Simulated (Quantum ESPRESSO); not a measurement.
Set up this calculation in Quantum ESPRESSO 7.5, as the native input.

| Property | Result |
| --- | --- |
| Task | band structure |
| Functional | M06L |
| Potentials or basis | SG15 PBE 1.2 |
| Cutoff | 952 eV |
| Density cutoff | 3810 eV |
| k mesh | 7 × 7 × 7 |
| Occupations | fermi-dirac, width 0.05 eV |
| Spin | no spin polarisation |
| Symmetry | off |
| Mixing beta | 0.5 |
| Most SCF iterations | 120 |
| SCF threshold | 1e-08 Ry |

Crystal: MgS (Niningerite).

```
S Mg
1.0
     0.00000    2.60165    2.60165
     2.60165    0.00000    2.60165
     2.60165    2.60165    0.00000
S Mg
1 1
Direct
  0.50000 0.50000 0.50000
  0.00000 0.00000 0.00000
```

These files were run (other wordings do the same):

pw.in

```
&CONTROL
  calculation = 'scf'
  prefix = 'pwscf'
  outdir = './tmp'
  pseudo_dir = './pseudo'
  tprnfor = .true.
  tstress = .true.
  disk_io = 'low'
/
&SYSTEM
  ibrav = 0
  A = 3.67928871
  nat = 2
  ntyp = 2
  ecutwfc = 70
  nbnd = 14
  input_dft = 'XC-000I-000I-000I-000I-203L-233L'
  occupations = 'smearing'
  smearing = 'fd'
  degauss = 0.00367493
  nosym = .true.
/
&ELECTRONS
  conv_thr = 1d-08
  electron_maxstep = 120
  mixing_beta = 0.5
/
ATOMIC_SPECIES
S     32.0600 S_ONCV_PBE-1.2.upf
Mg    24.3050 Mg_ONCV_PBE-1.2.upf
CELL_PARAMETERS alat
   0.0000000000    0.7071067821    0.7071067821
   0.7071067821    0.0000000000    0.7071067821
   0.7071067821    0.7071067821    0.0000000000
ATOMIC_POSITIONS alat
S      0.7071067821    0.7071067821    0.7071067821
Mg     0.0000000000    0.0000000000    0.0000000000
K_POINTS automatic
7 7 7 0 0 0
```

bands.in

```
&CONTROL
  calculation = 'bands'
  prefix = 'pwscf'
  outdir = './tmp'
  pseudo_dir = './pseudo'
  disk_io = 'low'
  verbosity = 'high'
/
&SYSTEM
  ibrav = 0
  A = 3.67928871
  nat = 2
  ntyp = 2
  ecutwfc = 70
  nbnd = 14
  input_dft = 'XC-000I-000I-000I-000I-203L-233L'
  occupations = 'smearing'
  smearing = 'fd'
  degauss = 0.00367493
  nosym = .true.
/
&ELECTRONS
  conv_thr = 1d-08
  electron_maxstep = 120
  mixing_beta = 0.5
  diago_full_acc = .true.
  startingwfc = 'random'
/
ATOMIC_SPECIES
S     32.0600 S_ONCV_PBE-1.2.upf
Mg    24.3050 Mg_ONCV_PBE-1.2.upf
CELL_PARAMETERS alat
   0.0000000000    0.7071067821    0.7071067821
   0.7071067821    0.0000000000    0.7071067821
   0.7071067821    0.7071067821    0.0000000000
ATOMIC_POSITIONS alat
S      0.7071067821    0.7071067821    0.7071067821
Mg     0.0000000000    0.0000000000    0.0000000000
K_POINTS crystal
60
 0.0000000000  0.0000000000  0.0000000000 1
 0.0625000000  0.0000000000  0.0625000000 1
 0.1250000000  0.0000000000  0.1250000000 1
 0.1875000000  0.0000000000  0.1875000000 1
 0.2500000000  0.0000000000  0.2500000000 1
 0.3125000000  0.0000000000  0.3125000000 1
 0.3750000000  0.0000000000  0.3750000000 1
 0.4375000000  0.0000000000  0.4375000000 1
 0.5000000000  0.0000000000  0.5000000000 1
 0.5000000000  0.0625000000  0.5625000000 1
 0.5000000000  0.1250000000  0.6250000000 1
 0.5000000000  0.1875000000  0.6875000000 1
 0.5000000000  0.2500000000  0.7500000000 1
 0.4375000000  0.3125000000  0.7500000000 1
 0.3750000000  0.3750000000  0.7500000000 1
 0.3375000000  0.3375000000  0.6750000000 1
 0.3000000000  0.3000000000  0.6000000000 1
 0.2625000000  0.2625000000  0.5250000000 1
 0.2250000000  0.2250000000  0.4500000000 1
 0.1875000000  0.1875000000  0.3750000000 1
 0.1500000000  0.1500000000  0.3000000000 1
 0.1125000000  0.1125000000  0.2250000000 1
 0.0750000000  0.0750000000  0.1500000000 1
 0.0375000000  0.0375000000  0.0750000000 1
 0.0000000000  0.0000000000  0.0000000000 1
 0.0625000000  0.0625000000  0.0625000000 1
 0.1250000000  0.1250000000  0.1250000000 1
 0.1875000000  0.1875000000  0.1875000000 1
 0.2500000000  0.2500000000  0.2500000000 1
 0.3125000000  0.3125000000  0.3125000000 1
 0.3750000000  0.3750000000  0.3750000000 1
 0.4375000000  0.4375000000  0.4375000000 1
 0.5000000000  0.5000000000  0.5000000000 1
 0.5250000000  0.4500000000  0.5250000000 1
 0.5500000000  0.4000000000  0.5500000000 1
 0.5750000000  0.3500000000  0.5750000000 1
 0.6000000000  0.3000000000  0.6000000000 1
 0.6250000000  0.2500000000  0.6250000000 1
 0.5833333333  0.2500000000  0.6666666667 1
 0.5416666667  0.2500000000  0.7083333333 1
 0.5000000000  0.2500000000  0.7500000000 1
 0.5000000000  0.2857142857  0.7142857143 1
 0.5000000000  0.3214285714  0.6785714286 1
 0.5000000000  0.3571428571  0.6428571429 1
 0.5000000000  0.3928571429  0.6071428571 1
 0.5000000000  0.4285714286  0.5714285714 1
 0.5000000000  0.4642857143  0.5357142857 1
 0.5000000000  0.5000000000  0.5000000000 1
 0.4821428571  0.4821428571  0.5357142857 1
 0.4642857143  0.4642857143  0.5714285714 1
 0.4464285714  0.4464285714  0.6071428571 1
 0.4285714286  0.4285714286  0.6428571429 1
 0.4107142857  0.4107142857  0.6785714286 1
 0.3928571429  0.3928571429  0.7142857143 1
 0.3750000000  0.3750000000  0.7500000000 1
 0.6250000000  0.2500000000  0.6250000000 1
 0.5937500000  0.1875000000  0.5937500000 1
 0.5625000000  0.1250000000  0.5625000000 1
 0.5312500000  0.0625000000  0.5312500000 1
 0.5000000000  0.0000000000  0.5000000000 1
```

Potentials or basis: SG15 PBE 1.2.

The run is started by

```sh
$ OMP_NUM_THREADS=1 pw.x -in pw.in > pw.out
$ OMP_NUM_THREADS=1 pw.x -in bands.in > bands.out
```

It gave:

The pressure is 5.2 GPa, the band gap on the k mesh is 4.46 eV, indirect (least direct gap 4.96 eV) and the band gap along the path is 4.26 eV, indirect (least direct gap 4.97 eV).

Caveat: the potentials were made for another functional, which shifts forces and pressure; some levels on the path didn't converge; the mesh misses the band edges, which the band path finds closer together.

Run time: 8.9 min on 1 thread of Arm Neoverse V1 (shared host), peak memory 0.14 GiB.
